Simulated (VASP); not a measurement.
A run of VASP 6.6.1:

The input INCAR:

```
SYSTEM = BiTe
ALGO     = Normal         ! electronic algorithm
EDIFF    = 1E-7           ! SCF threshold, eV
ENCUT    = 520            ! plane-wave cutoff, eV
GGA      = PE             ! functional
ISIF     = 2              ! what is computed and relaxed
ISMEAR   = -1             ! smearing method
LASPH    = .True.         ! aspherical terms in the spheres
LCHARG   = .False.        ! write CHGCAR
LREAL    = .False.        ! projectors in reciprocal space
LWAVE    = .False.        ! write WAVECAR
NBANDS   = 18             ! bands
NELM     = 100            ! most SCF steps
PREC     = Accurate       ! precision mode
SIGMA    = 0.1            ! smearing width, eV
```

The input KPOINTS:

```
k-points
0
Gamma
  6 6 6
  0 0 0
```

Contents of POSCAR:

```
BiTe
1.0
    0.0000000000      3.2350000000      3.2350000000
    3.2350000000      0.0000000000      3.2350000000
    3.2350000000      3.2350000000      0.0000000000
Bi Te
1 1
Direct
    0.0000000000      0.0000000000      0.0000000000
    0.5000000000      0.5000000000      0.5000000000
```

Potentials or basis: VASP PAW PBE potentials, release 64 (Bi_d, Te).

The run is started by

```bash
$ cat potpaw_PBE.64/Bi_d/POTCAR potpaw_PBE.64/Te/POTCAR > POTCAR
$ mpirun -np 1 vasp_std > vasp.out
```

Hardware: 1 thread of Intel(R) Xeon(R) Platinum 8259CL CPU @ 2.50GHz (Skylake/Cascade Lake), with other jobs on the host.

**Question.** Estimate the wall time of this run.

**Answer.** Run time: 23 s on 1 thread of Intel(R) Xeon(R) Platinum 8259CL CPU @ 2.50GHz (Skylake/Cascade Lake), on a shared host, peak memory 0.2 GiB. Counts: scf iterations 13, k points 16.
